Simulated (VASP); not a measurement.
VASP 6.6.1 run: LiH

INCAR

```
LCHARG = .FALSE.
PREC = Accurate
LREAL = .FALSE.
GGA = PE
EDIFF = 0.001
LASPH = .TRUE.
ENCUT = 520
ISIF = 2
NSW = 0
ISMEAR = -1
IBRION = -1
NBANDS = 9
SIGMA = 0.02
LWAVE = .FALSE.
NELM = 120
```

KPOINTS

```
KPOINTS created by Atomic Simulation Environment
0
Gamma
8 8 8
0 0 0
```

POSCAR

```
Li H
 1.0000000000000000
     2.4706000000000001   -0.0383000000000000    0.0032000000000000
    -0.0383000000000000    2.4367000000000001   -0.0035000000000000
     0.0032000000000000   -0.0035000000000000    2.5367000000000002
 Li  H
   1   1
Cartesian
  2.3938344400000005  2.3551648600000004  2.4935331500000002
  1.3234042700000002  1.1342521200000000  1.2143925200000001
```

The recommended PBE PAW datasets give the neutral cell 4 valence electrons.

Command

```
mpirun -np 1 vasp_std
```

How does this run end, and what does it give?

It converged. Results: gap between bands v and c on the k mesh 0.52 eV; least direct gap on the k mesh 4.09 eV; pressure 1.4 GPa; largest force 0.03 eV/Å. Band v is the last that the valence electrons fill when counted band by band, and c is the next.

OSZICAR

```
N       E                     dE             d eps       ncg     rms          rms(c)
DAV:   1    -0.127557311129E+01   -0.12756E+01   -0.14625E+03  4760   0.407E+02
DAV:   2    -0.585084208163E+01   -0.45753E+01   -0.45124E+01  6633   0.548E+01
DAV:   3    -0.591878884398E+01   -0.67947E-01   -0.67864E-01  5463   0.552E+00
DAV:   4    -0.591925677495E+01   -0.46793E-03   -0.46752E-03  6236   0.353E-01
DAV:   5    -0.591926032063E+01   -0.35457E-05   -0.35456E-05  5004   0.195E-02    0.286E+00
DAV:   6    -0.571728711809E+01    0.20197E+00   -0.16489E-01  5462   0.124E+00    0.142E+00
DAV:   7    -0.564545163022E+01    0.71835E-01   -0.21736E-01  5725   0.157E+00    0.228E-01
DAV:   8    -0.564670190109E+01   -0.12503E-02   -0.43739E-03  5610   0.446E-01    0.538E-02
DAV:   9    -0.564662971329E+01    0.72188E-04   -0.27506E-04  2723   0.583E-02
   1 F= -.56466297E+01 E0= -.56466297E+01  d E =-.470232E-08
```

For comparison, a separate PBE run of the intended cell, on usual settings and not on those above, gives a gap of 0.52 eV on its mesh and a pressure of 1.4 GPa.
